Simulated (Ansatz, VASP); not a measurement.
# CdTe in two plane-wave programs, part 2 of 2

Aim: how closely do two programs agree when they are given the same cell, functional and k mesh? The cell is taken from a series of VASP runs on this material, whose earlier steps may have relaxed, scaled or displaced it; both programs get it as it stands.

VASP 6.6.1 and Ansatz 0.2.0.

So far. Step 2 (VASP: band structure, HSE06): The k-mesh is coarse for exact exchange; levels may shift by about 0.1 eV on a finer one. Spin-orbit coupling is off here; with elements this heavy it splits and shifts levels by tenths of an eV or more.

### Step 3. Ansatz: band structure, HSE06

Level of this step: Ansatz beside VASP: Kohn-Sham DFT, plane waves, HSE06 (Ansatz).

Ansatz runs on its default PAW (the set named soft_2) files.

The same cell, functional, mesh and smearing now go to Ansatz, which takes its cutoff from its data sets.

File input.yaml:

```yaml
crystal:
  lattice:
    - [0.0, 3.2547367159, 3.2547367159]
    - [3.2547367159, 0.0, 3.2547367159]
    - [3.2547367159, 3.2547367159, 0.0]
  atoms:
    - { symbol: Cd, position: [0.0, 0.0, 0.0] }
    - { symbol: Te, position: [0.25, 0.25, 0.25] }
hamiltonian:
  xc: { exchange: pbe, correlation: pbe, exx: { coeff: 0.25, omega: 0.2 } }
  pseudopotentials: { kind: paw }
kpoints:
  mp_grid: { grid: [4, 4, 4] }
  band_path:
    path:
      - [0.0, 0.0, 0.0]
      - [0.5, 0.0, 0.5]
      - [0.5, 0.2, 0.7]
      - [0.4, 0.35, 0.75]
      - [0.15, 0.15, 0.3]
      - [0.2, 0.2, 0.2]
      - [0.55, 0.4, 0.55]
      - [0.6, 0.25, 0.65]
      - [0.5, 0.25, 0.75]
      - [0.5, 0.5, 0.5]
      - [0.375, 0.375, 0.75]
      - [0.5, 0.0, 0.5]
    npoints: 1
scf:
  occupations: { method: gaussian, width: 0.05 }
  n_extra_bands: 7
output:
  forces: true
  stress: true
  eigenvalues: true
```

On the command line:

```console
> ansatz run input.yaml --threads 4 --pin off --max-ram 9216MiB --backend cpu --events-out ev --progress --plain --runs-dir out
```

Numbers of over 12 decimals in the logs are rounded to 6 here.

Log:

```text
Warning: output.stress: scf.convergence.dr2_threshold = 1e-7 eV (the SCF's general default) is looser than the 2e-10 eV advised for a printed stress (1e-10 eV for each atom of the cell: 2). What an SCF threshold leaves in a stress goes as its square root, and in the free energy as the threshold itself, and one threshold admits the most on a small cell: [figures from the program's tests cut] Set scf.convergence.dr2_threshold to 2e-10 eV or tighter. The threshold is an SCF's pass mark: one that does not reach it within its budget of iterations ends unconverged, or closes short of it on a stop that the run arms, and scf.convergence.dr2_threshold's page says what that costs each kind of run
Warning: output.stress: scf.exx.energy_threshold = 1e-6 eV is looser than the 2e-8 eV advised for a stress under a hybrid functional (1e-8 eV for each atom of the cell: 2). Every SCF of the exchange loop can meet its threshold on dr2 while the loop round them stops early: no threshold on dr2 bounds what that leaves in the stress. Set scf.exx.energy_threshold to 2e-8 eV or tighter. The threshold is the loop's pass mark: a loop that does not reach it within its budget of cycles ends unconverged, and scf.exx.energy_threshold's page has the law
scf.n_extra_bands = 7 over 18 filled bands (N_el = 36.0): the run solves 25 bands
Engine: ansatz 0.2.0, x86_64-unknown-linux-gnu
Pseudopotentials: kind: paw
Pseudopotential: Cd, paw, valence charge 20, recommended cutoff 420 eV (normal), Cd.paw.azcp
Pseudopotential: Te, paw, valence charge 16, recommended cutoff 420 eV (normal), Te.paw.azcp
Functional definition: unnamed
  parameter a_1 = 0.25
  parameter omega_1 = 0.2/angstrom
  exchange = pbe_x + (-a_1)*pbe_x_sr(omega_1) + a_1*exact_x_sr(omega_1)
  correlation = pbe_c
Crystal: 2 atoms, lattice volume = 68.957 Å³
Basis set: ecut = 420 eV, 1363 PW (Γ), exchange–correlation on 64×64×64 points (8 copies of the dense FFT grid, shifted against one another)
Bands: 25, of which v1, the nominal top of the filled ones, is band 18 counted from 1 (17 counted from 0)
Symmetry: 24 space group operations
Space group: F-43m (ITA 216), of the structure as read, at distance tolerance 4.1e-5 Å
k-points: 8 of 64 (time reversal used)
Non-local potential: Cd, projectors of the file, l = 0: 3, l = 1: 2, l = 2: 2, l = 3: 1
Non-local potential: Te, projectors of the file, l = 0: 2, l = 1: 2, l = 2: 2, l = 3: 2
PAW form: soft (Blöchl's): semilocal exchange-correlation on the pseudo side does not see the compensation charge
PAW frozen core: Cd, regenerated for the run's functional, and the local potential with it (the file was generated under x = pbe(κ = 0.804, μ = 0.219515), c = pbe(β = 0.066725))
PAW frozen core: Te, regenerated for the run's functional, and the local potential with it (the file was generated under x = pbe(κ = 0.804, μ = 0.219515), c = pbe(β = 0.066725))
PAW one-centre angular grid: Cd, 590 points (default); XC on 64 Gauss nodes
PAW one-centre angular grid: Te, 590 points (default); XC on 64 Gauss nodes
Initial density: superposition of atomic densities (neutral atoms: chi_scale 0, normalization atom), corrected by the library's trained network
Initial wavefunctions: pseudopotential atomic-orbital guess
Functional: x = pbe(κ = 0.804, μ = 0.219515), c = pbe(β = 0.066725), warm-up for x = pbe(κ = 0.804, μ = 0.219515) + 0.25 (exact − pbe) at short range (hse, ω = 0.2 Å⁻¹), c = pbe(β = 0.066725)
SCF iter   1: F=—  HF=-15235.257354 eV  |F-HF|=—  |Δ(HF+E_count)|=         —  Δρ=8.97e-4  dr2=7.96e-4  ethr=1.77e-3  ⟨swp⟩=11.8  Hψ=955  notcnv=0
preconditioner: auto → none  [insulator: Δε(μ)=0.711 eV  Ē_g=13.362 eV  σ=0.050 eV  W_gap=1.00  n_scr=14 (ndim 8)  ℏωp=19.0 eV  f_vac=0.195  D(μ)=0.00/eV (n_scr^D=0)]
iter 2 solved again at ethr=3.60e-8 eV; its pass at ethr=2.21e-6 eV (dr2=1.29e-5 eV) is discarded
SCF iter   2: F=-15235.257560 eV  HF=-15235.257488 eV  |F-HF|=7.14e-5  |Δ(HF+E_count)|=   1.35e-4  Δρ=1.71e-4  dr2=1.31e-5  ethr=3.60e-8  ⟨swp⟩=2.9  Hψ=934  notcnv=0
SCF 1 stopped early in 2 iterations: F = -15235.257560 eV  dr2 = 1.31e-5
  greatest PAW one-centre occupation: 1.000 electrons in one spin orbital (limit 2), on the Cd atom at site 0 (counted from 0), in its partial waves of l = 0
Initial density: handed on by an earlier stage of this run
Initial wavefunctions: those handed on with the density
Functional: x = pbe(κ = 0.804, μ = 0.219515) + 0.25 (exact − pbe) at short range (hse, ω = 0.2 Å⁻¹), c = pbe(β = 0.066725)
Exchange kernel: α = 0.2500, screened, ω = 0.2000 Å⁻¹, Wigner–Seitz truncation, v(0) = 1121.0981 eV·Å³, q-mesh 4×4×4, nearest image of the exchange supercell L = 18.41 Å, pair-density grid 18×18×18, without the augmentation charges, whose exchange is taken in its separable form by FFT convolution over the k-point mesh (sized by the pseudopotential files, 27×27×27 at the most), smooth part of the exact exchange by density-matrix convolution
Frozen-core exchange: fock
SCF iter   1: F=—  HF=-15243.587489 eV  |F-HF|=—  |Δ(HF+E_count)|=         —  Δρ=5.70e-3  dr2=1.68e-2  ethr=3.63e-7  ⟨swp⟩=8.2  Hψ=972  notcnv=0
preconditioner: auto → none  [insulator: Δε(μ)=1.563 eV  Ē_g=15.292 eV  σ=0.050 eV  W_gap=1.00  n_scr=14 (ndim 8)  ℏωp=19.0 eV  f_vac=0.193  D(μ)=0.00/eV (n_scr^D=0)]
SCF iter   2: F=—  HF=-15243.583287 eV  |F-HF|=—  |Δ(HF+E_count)|=   4.20e-3  Δρ=2.02e-3  dr2=1.90e-3  ethr=3.63e-7  ⟨swp⟩=4.0  Hψ=624  notcnv=0
SCF iter   3: F=—  HF=-15243.590441 eV  |F-HF|=—  |Δ(HF+E_count)|=   7.15e-3  Δρ=1.42e-3  dr2=8.40e-4  ethr=3.63e-7  ⟨swp⟩=4.0  Hψ=572  notcnv=0
SCF iter   4: F=—  HF=-15243.590318 eV  |F-HF|=—  |Δ(HF+E_count)|=   1.24e-4  Δρ=4.07e-4  dr2=7.14e-5  ethr=3.63e-7  ⟨swp⟩=3.0  Hψ=438  notcnv=0
SCF iter   5: F=—  HF=-15243.590438 eV  |F-HF|=—  |Δ(HF+E_count)|=   1.20e-4  Δρ=1.30e-4  dr2=1.04e-5  ethr=1.60e-7  ⟨swp⟩=3.2  Hψ=411  notcnv=0  defer=1
SCF iter   6: F=-15243.590435 eV  HF=-15243.590435 eV  |F-HF|=3.01e-8  |Δ(HF+E_count)|=   2.47e-6  Δρ=1.71e-5  dr2=1.32e-6  ethr=2.55e-8  ⟨swp⟩=3.0  Hψ=449  notcnv=0
SCF 2 stopped early in 6 iterations: F = -15243.590435 eV  dr2 = 1.32e-6
  greatest PAW one-centre occupation: 1.000 electrons in one spin orbital (limit 2), on the Cd atom at site 0 (counted from 0), in its partial waves of l = 1
hybrid outer 1: dexx = +8.387e-3 eV, tail = 6.80e-5 eV
Exchange kernel: α = 0.2500, screened, ω = 0.2000 Å⁻¹, Wigner–Seitz truncation, v(0) = 1121.0981 eV·Å³, q-mesh 4×4×4, nearest image of the exchange supercell L = 18.41 Å, pair-density grid 18×18×18, without the augmentation charges, whose exchange is taken in its separable form by FFT convolution over the k-point mesh (sized by the pseudopotential files, 27×27×27 at the most), smooth part of the exact exchange by density-matrix convolution
Frozen-core exchange: fock
SCF iter   1: F=—  HF=-15243.590574 eV  |F-HF|=—  |Δ(HF+E_count)|=         —  Δρ=4.57e-5  dr2=9.88e-7  ethr=9.45e-7  ⟨swp⟩=5.2  Hψ=457  notcnv=0
preconditioner: auto → none  [insulator: Δε(μ)=1.624 eV  Ē_g=15.231 eV  σ=0.050 eV  W_gap=1.00  n_scr=14 (ndim 8)  ℏωp=19.0 eV  f_vac=0.194  D(μ)=0.00/eV (n_scr^D=0)]
SCF iter   2: F=—  HF=-15243.590574 eV  |F-HF|=—  |Δ(HF+E_count)|=   1.39e-7  Δρ=1.70e-5  dr2=1.63e-7  ethr=2.64e-9  ⟨swp⟩=3.4  Hψ=501  notcnv=0
SCF iter   3: F=—  HF=-15243.590574 eV  |F-HF|=—  |Δ(HF+E_count)|=   3.62e-8  Δρ=4.63e-6  dr2=2.42e-8  ethr=3.53e-10  ⟨swp⟩=3.0  Hψ=418  notcnv=0
SCF iter   4: F=-15243.590574 eV  HF=-15243.590574 eV  |F-HF|=7.50e-9  |Δ(HF+E_count)|=   1.42e-7  Δρ=2.46e-6  dr2=8.72e-9  ethr=1.11e-11  ⟨swp⟩=4.5  Hψ=657  notcnv=0  defer=2
SCF 3 converged in 4 iterations: F = -15243.590574 eV  dr2 = 8.72e-9
  Residual-converged pass: ⟨swp⟩=2.0  Hψ=279  notcnv=0  max |occ|·‖R‖ = 2.4e-6 eV (tolerance 2.4e-6 eV)  dr2=8.72e-9  dr2_onsite=7.56e-10  max |Δocc| = 9.2e-125
hybrid outer 2: dexx = +3.105e-7 eV, tail = 4.12e-8 eV, Δε = 2.31e-3 eV (about 9.95e-5 eV left of the loop's levels)
NSCF: frozen V_eff on 12 k-points
hybrid SCF converged: 2 outer / 10 inner (+2 warm-up), last move |dexx| = 3.11e-7 eV, tail = 4.12e-8 eV
Stability not checked: this state was not tested for a lower state beside it, because the functional holds exact exchange (a hybrid, or Hartree-Fock), whose exchange loop this test does not read (fock_operator; see scf.lower_state_search)
Free energy (F): -15243.590574 eV
Frozen-core exchange: fock
Harris-Foulkes:  -15243.590574 eV  (|F-HF|=7.50e-9)
Internal energy: -15243.590574 eV  (E = F + TS)
E sigma→0 (E₀):  -15243.590574 eV
Fermi energy:    7.604575 eV
--- Per-component energies (eV) ---
  E_band       = -885.082068
  E_kinetic    = 686.307405
  E_local      = -5451.355397  (includes V_loc(G=0)·N_el)
  E_nonlocal   = -277.154227
  E_hartree    = 2750.405004
  E_xc         = -240.767608
  E_vxc        = -258.840081  (∫ρ·V_xc dr)
  E_exx        = -134.066362  (= α·E_x^exact, valence–valence)
  E_paw        = -8681.865225  (= ΣΔE_a)
  E_vpaw       = -816.714789  (= ΣTr[D̂ρ^β])
  E_aug_tail   = -0.000157  (compensation charges beyond the density's cutoff)
  E_ewald      = -3894.311521
  E_core_change = -0.782487  (= ΣΔE_core)
  E_smearing   = -0.000000  (= −TS)
  E_closure    = -0.000000  (closes the sum)
  Σ components = -15243.590574   (vs F -15243.590574, Δ=-1.82e-12)
--- Forces (eV/Å), atoms counted from 1 ---
  atom   1  Cd     0.00000000    -0.00000000     0.00000000
  atom   2  Te    -0.00000000     0.00000000    -0.00000000
  max |Σ_I F_I| component: 1.38e-16 eV/Å
--- Stress (GPa, compression-positive) ---
        1.221455      -0.000000      -0.000000
       -0.000000       1.221455       0.000000
       -0.000000       0.000000       1.221455
  P = ⅓ Tr σ = 1.2215 GPa (12.215 kbar)
--- Band table (eV; the first three rows and the last of 8) ---
  k-point 0: bands = [... 14 lower, -2.5629, 6.7917, 6.7917, 6.7917, 8.4157, 12.2853, 12.2853, 12.2853, ... 3 higher]
  k-point 1: bands = [... 14 lower, -2.5636, 3.9825, 6.3488, 6.3488, 9.6308, 12.8583, 12.8583, 13.0362, ... 3 higher]
  k-point 2: bands = [... 14 lower, -2.1136, 2.1349, 5.9836, 5.9836, 9.4501, 12.8687, 12.8687, 14.7376, ... 3 higher]
  k-point 7: bands = [... 14 lower, -1.8502, 2.4174, 4.3444, 4.5187, 12.0174, 12.2368, 13.3077, 13.9499, ... 3 higher]
```

It took 33 s on 4 threads of AMD EPYC 7R43, shared host; peak memory 1 GiB.

### Step 4. Differences

Known differences besides the potentials themselves: exact exchange at q = 0 is treated differently, which shows on coarse meshes; VASP keeps PBE cores, Ansatz makes them for the functional; the data sets hold 36 valence electrons in Ansatz (default PAW (the set named soft_2) files) and 18 in VASP; the cutoff is 420 eV in Ansatz and 400 eV in VASP; VASP takes a coarser grid for exact exchange (PRECFOCK = Fast). Total energies have different zeros and are not compared.

Compared:

| quantity | Ansatz | VASP | difference |
| --- | --- | --- | --- |
| gap over the path points (eV) | 1.624 | 1.536 | +0.088 |

Levels at points of the path, from each program's valence-band top (eV; 4 filled, then empty):

```csv
k (reciprocal lattice),Ansatz,VASP
0.000 0.000 0.000,-9.36 0.00 0.00 0.00 1.62 5.49 5.49,-9.31 0.00 0.00 0.00 1.54 5.50 5.50
0.500 0.000 0.500,-8.72 -4.53 -1.95 -1.95 3.33 3.48 9.88,-8.69 -4.54 -1.95 -1.95 3.32 3.49 9.93
0.500 0.200 0.700,-8.65 -4.39 -2.40 -2.25 4.95 4.99 7.06,-8.62 -4.40 -2.40 -2.25 4.96 4.99 7.03
0.400 0.350 0.750,-8.68 -4.40 -2.66 -1.67 3.80 5.40 8.07,-8.65 -4.41 -2.67 -1.67 3.80 5.41 8.07
0.150 0.150 0.300,-9.34 -2.51 -1.08 -0.29 3.39 5.42 5.99,-9.29 -2.53 -1.08 -0.29 3.34 5.43 6.00
0.200 0.200 0.200,-9.36 -2.17 -0.32 -0.32 2.79 5.79 5.95,-9.31 -2.18 -0.32 -0.32 2.73 5.79 5.95
0.550 0.400 0.550,-8.85 -4.54 -1.66 -1.03 3.52 5.62 6.64,-8.81 -4.54 -1.67 -1.03 3.49 5.63 6.64
0.600 0.250 0.650,-8.68 -4.40 -2.66 -1.67 3.80 5.40 8.07,-8.65 -4.41 -2.67 -1.67 3.80 5.41 8.07
0.500 0.250 0.750,-8.64 -4.37 -2.45 -2.27 5.23 5.45 6.52,-8.61 -4.38 -2.45 -2.27 5.24 5.46 6.47
0.500 0.500 0.500,-8.90 -4.66 -0.81 -0.81 2.66 6.08 6.08,-8.87 -4.66 -0.81 -0.81 2.62 6.08 6.08
```

Among the levels compared at these points, filled levels agree within 46 meV and empty ones within 88 meV.

### Step 5. Summary of results

```
difference in gap over the path points (band structure, HSE06) : 0.088 eV
```

In words: The difference in gap over the path points is 0.088 eV (band structure, HSE06), beyond the 0.08 eV picked in this series as the mark of a large difference. How closely two codes agree says nothing of how well the functional describes the real material.

[Lines on the potential files, build, host, timing and source positions are cut from VASP's logs without a mark.]

[Logs are printed without paths, hosts, clocks, repeated set-up lines and the standing remarks that a program may print on its own settings, such as how far it seeks lower states.]

[Hosts, paths, dates, database ids (printed as entryN), source tags and the programs' standing remarks are cut or masked in the printed files.]
